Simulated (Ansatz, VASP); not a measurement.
**Al in VASP and in Ansatz**

```
Al
1.0
     0.00000    2.02481    2.02481
     2.02481    0.00000    2.02481
     2.02481    2.02481    0.00000
Al
1
Direct
  0.00000 0.00000 0.00000
```

Alike in both runs: task band structure; functional PBEsol; k mesh 11 × 11 × 11; occupations fermi-dirac, width 0.05 eV; no spin polarisation.

```csv
,VASP,Ansatz
version,VASP 6.6.1,Ansatz 0.2.0
potentials or method,"VASP PAW PBE potentials, release 64 (Al)",Ansatz PAW
plane-wave cutoff (eV),520,420
valence electrons in the cell,3,3
```

```csv
,VASP,Ansatz,Ansatz less VASP
gap on the k mesh at the Fermi level (eV),none,none,-
pressure (GPa),-1.9,-1.9,-0.05
```

A gap of «none» marks a metal or a gap that the smearing closes.

Caveats: the PAW data sets were made with another functional, which shifts forces and pressure a little (VASP); the PAW data sets come from PBE, with cores solved anew for the run's functional, which leaves a small shift of forces and pressure (Ansatz).
